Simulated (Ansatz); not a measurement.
**SnO2: a one-atom displacement scan**

The task, for SnO2: measure how stiffly atom 3 (O) is held.

Computed with Ansatz 0.2.0 (DFT LDA, scalar-relativistic, plane waves, PAW, unless a step's input says otherwise).

### Step 1. The system as given

It takes space group I4_1/amd (No. 141, tetragonal). The conventional cell has a = 3.972 Å, b = 3.972 Å, c = 10.180 Å, α = 90.00°, β = 90.00°, γ = 90.00°. Around Sn (site symmetry -4m2) lie 6 O at 2.04 to 2.07 Å. O (site symmetry 2mm) is surrounded by 3 Sn at 2.04 to 2.07 Å.

Coordinates:

```cif
data_structure
_symmetry_space_group_name_H-M 'I4_1/amd:1'
_symmetry_Int_Tables_number 141
_cell_length_a 3.9722
_cell_length_b 3.9722
_cell_length_c 10.1803
_cell_angle_alpha 90.000
_cell_angle_beta 90.000
_cell_angle_gamma 90.000
_cell_volume 160.63
loop_
_atom_site_label
_atom_site_type_symbol
_atom_site_symmetry_multiplicity
_atom_site_Wyckoff_symbol
_atom_site_fract_x
_atom_site_fract_y
_atom_site_fract_z
_atom_site_occupancy
Sn1 Sn 4 a 0.00000 0.50000 0.25000 1
O1 O 8 e 0.50000 0.50000 0.29700 1
```

It goes back to an entry of the Materials Project, which need not be the stable form.

This cell was relaxed beforehand with the same method: volume 13.39 Å³/atom, gap on the mesh 1.73 eV.

### Step 2. Next: a one-atom displacement scan

Atom 3 (O) is moved by x along the Cartesian unit vector (-0.781, 0.000, 0.625); the cell and all other atoms stay fixed. Forces below are components along that vector, summed over the moved atoms. In a periodic cell its images move with it.

### Step 3. x = -0.200 Å

input.yaml

```yaml
crystal:
  lattice:
    - [-1.9861130355, 1.9861130355, 5.0901677926]
    - [1.9861130355, -1.9861130355, 5.0901677926]
    - [1.9861130355, 1.9861130355, -5.0901677926]
  atoms:
    - { symbol: Sn, position: [0.75, 0.25, 0.5] }
    - { symbol: Sn, position: [0.0, 0.0, 0.0] }
    - { symbol: O, position: [0.7847283405, 0.8240516194, 0.0393232789] }
    - { symbol: O, position: [0.9530024164, 0.4530024164, 0.5] }
    - { symbol: O, position: [0.2030024164, 0.2030024164, 0.0] }
    - { symbol: O, position: [0.5469975836, 0.0469975836, 0.5] }
basis:
  ecutwfc: 420
kpoints:
  mp_grid: { grid: [10, 10, 10] }
hamiltonian:
  xc: lda
scf:
  occupations: { method: gaussian, width: 0.05 }
output:
  forces: true
  stress: true
  eigenvalues: true
```

On the command line:

```bash
$ ansatz run input.yaml --threads 1 --pin off --max-ram 2560MiB --backend cpu --events-out ev --progress --plain --runs-dir out
```

### Step 4. Point x = 0.160 Å

Changes to input.yaml since step 3:

```diff
@@ -8,3 +8,3 @@
     - { symbol: Sn, position: [0.0, 0.0, 0.0] }
-    - { symbol: O, position: [0.7847283405, 0.8240516194, 0.0393232789] }
+    - { symbol: O, position: [0.8068129781, 0.775354355, -0.0314586231] }
     - { symbol: O, position: [0.9530024164, 0.4530024164, 0.5] }
```

### Step 5. x = -0.120 Å

Changes to input.yaml since step 4:

```diff
@@ -8,3 +8,3 @@
     - { symbol: Sn, position: [0.0, 0.0, 0.0] }
-    - { symbol: O, position: [0.8068129781, 0.775354355, -0.0314586231] }
+    - { symbol: O, position: [0.7896360377, 0.8132300051, 0.0235939673] }
     - { symbol: O, position: [0.9530024164, 0.4530024164, 0.5] }
```

### Step 6. At x = 0.080 Å

Changes to input.yaml since step 5:

```diff
@@ -8,3 +8,3 @@
     - { symbol: Sn, position: [0.0, 0.0, 0.0] }
-    - { symbol: O, position: [0.7896360377, 0.8132300051, 0.0235939673] }
+    - { symbol: O, position: [0.8019052808, 0.7861759693, -0.0157293116] }
     - { symbol: O, position: [0.9530024164, 0.4530024164, 0.5] }
```

### Step 7. At x = -0.040 Å

Changes to input.yaml since step 6:

```diff
@@ -8,3 +8,3 @@
     - { symbol: Sn, position: [0.0, 0.0, 0.0] }
-    - { symbol: O, position: [0.8019052808, 0.7861759693, -0.0157293116] }
+    - { symbol: O, position: [0.794543735, 0.8024083908, 0.0078646558] }
     - { symbol: O, position: [0.9530024164, 0.4530024164, 0.5] }
```

### Step 8. At x = 0.200 Å

Changes to input.yaml since step 7:

```diff
@@ -8,3 +8,3 @@
     - { symbol: Sn, position: [0.0, 0.0, 0.0] }
-    - { symbol: O, position: [0.794543735, 0.8024083908, 0.0078646558] }
+    - { symbol: O, position: [0.8092668267, 0.7699435478, -0.0393232789] }
     - { symbol: O, position: [0.9530024164, 0.4530024164, 0.5] }
```

### Step 9. x = -0.160 Å

Changes to input.yaml since step 8:

```diff
@@ -8,3 +8,3 @@
     - { symbol: Sn, position: [0.0, 0.0, 0.0] }
-    - { symbol: O, position: [0.8092668267, 0.7699435478, -0.0393232789] }
+    - { symbol: O, position: [0.7871821891, 0.8186408122, 0.0314586231] }
     - { symbol: O, position: [0.9530024164, 0.4530024164, 0.5] }
```

### Step 10. x = 0.120 Å

Changes to input.yaml since step 9:

```diff
@@ -8,3 +8,3 @@
     - { symbol: Sn, position: [0.0, 0.0, 0.0] }
-    - { symbol: O, position: [0.7871821891, 0.8186408122, 0.0314586231] }
+    - { symbol: O, position: [0.8043591295, 0.7807651621, -0.0235939673] }
     - { symbol: O, position: [0.9530024164, 0.4530024164, 0.5] }
```

### Step 11. At x = -0.080 Å

Changes to input.yaml since step 10:

```diff
@@ -8,3 +8,3 @@
     - { symbol: Sn, position: [0.0, 0.0, 0.0] }
-    - { symbol: O, position: [0.8043591295, 0.7807651621, -0.0235939673] }
+    - { symbol: O, position: [0.7920898864, 0.8078191979, 0.0157293116] }
     - { symbol: O, position: [0.9530024164, 0.4530024164, 0.5] }
@@ -24 +24,5 @@
   eigenvalues: true
+  write_density: true
+  write_potential: true
+  elf: true
+  volumetric_format: npy
```

(Steps that only read results are left out.)

**Question.** What will these runs give?

**Answer**, as computed:

```
                                                        quantity        value
force constant along x, from the points at -0.040, 0 and 0.080 Å  20.99 eV/Å²
```

**Reading.** The restoring force grows by 20.99 eV/Å per Å near the site; for the mass of O against a rigid frame that is a vibration of about 597 cm⁻¹. The undisturbed cell stays the lowest of the sampled points. The gap on the mesh stays between 1.44 and 1.74 eV.
